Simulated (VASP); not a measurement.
A run of VASP 6.6.1 is set up as follows.

The input POSCAR:

```
Mg
1.0
    3.1809880352      0.0000000000      0.0000000000
   -1.5904940176      2.7548164477      0.0000000000
    0.0000000000      0.0000000000      5.2239966483
Mg
2
Direct
    0.3333333333      0.6666666667      0.7500000000
    0.6666666667      0.3333333333      0.2500000000
```

The input INCAR.step1:

```
SYSTEM = Mg
ALGO = Normal ; EDIFF = 1E-5
ENCUT = 520 ; GGA = PE
ISIF = 2 ; ISMEAR = 0
LASPH = .True. ; LREAL = .False.
LWAVE = .True. ; NBANDS = 9
NELM = 100 ; PREC = Accurate
SIGMA = 0.05
```

File INCAR.step2:

```
SYSTEM = Mg
ALGO = Normal ; EDIFF = 1E-6
ENCUT = 520 ; GGA = PE
HFSCREEN = 0.2079 ; ISIF = 2
ISMEAR = 0 ; ISTART = 1
LASPH = .True. ; LCHARG = .True.
LELF = .True. ; LHFCALC = .True.
LREAL = .False. ; LVHAR = .True.
LWAVE = .False. ; NBANDS = 9
NELM = 100 ; PREC = Accurate
PRECFOCK = Normal ; SIGMA = 0.05
```

Contents of KPOINTS:

```
k-points
0
Gamma
  8 8 4
  0 0 0
```

Potentials or basis: VASP PAW PBE potentials, release 64 (Mg).

Run with:

```bash
$ cat potpaw_PBE.64/Mg/POTCAR > POTCAR
$ cp INCAR.step1 INCAR
$ mpirun -np 1 vasp_std > vasp.out
$ cp INCAR.step2 INCAR
$ mpirun -np 1 vasp_std > vasp.out
```

Estimate the pressure.

-0.2 GPa.

Estimate the band gap on the k mesh.

none (metal or under the smearing width).

Caveat: the PAW data sets were made with another functional, which shifts forces and pressure a little.
